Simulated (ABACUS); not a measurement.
# C: equation of state with HCTH407

**The experiment to reproduce.**

From “Equation of state of cubic boron nitride at high pressures and temperatures”, 2007, arxiv:cond-mat/0702656, for a bulk crystal of C: bulk modulus 442 ± 5 GPa.

Crystal: C.

```xyz
2
Lattice="0.0000 1.7834 1.7834 1.7834 0.0000 1.7834 1.7834 1.7834 0.0000" Properties=species:S:1:pos:R:3 pbc="T T T"
C     2.6751    2.6751    2.6751
C     1.7834    1.7834    1.7834
```

This isn't the form of C at room conditions, which is graphite.

```
Program             : ABACUS 3.10.1
Task                : equation of state
Functional          : HCTH407
Potentials or basis : SG15 ONCV 1.2 PBE
Cutoff              : 1116 eV
Density cutoff      : 4463 eV
Basis               : plane waves
k mesh              : 10 × 10 × 10
Occupations         : fermi-dirac, width 0.05 eV
Spin                : no spin polarisation
```

The equilibrium volume is 5.50 Å³/atom. The bulk modulus is 457 GPa and the pressure derivative of the bulk modulus is 3.6 (rough: it moves with the points fitted).

Energy against volume, from the lowest point:
```tsv
volume (Å³/atom)	energy (meV/atom)
5.332	6.32
5.558	0.00
5.785	19.11
6.012	59.29
```

All runs of the series together: 5.5 s on 4 threads of Intel(R) Xeon(R) Platinum 8559C (Emerald Rapids) (shared host).

Against the measured bulk modulus of C, 442 GPa (quoted in “Equation of state of cubic boron nitride at high pressures and temperatures”, 2007, arxiv:cond-mat/0702656), the calculated 457 GPa is off by +3.4 %. 3 values of this kind are on record (442 to 444.8 GPa); this one was drawn at random among those near their median, those with a stated uncertainty first. The fit is for a static lattice scaled at fixed shape and fixed fractional positions.

Caveat: the potentials were made for another functional, which shifts forces and pressure.
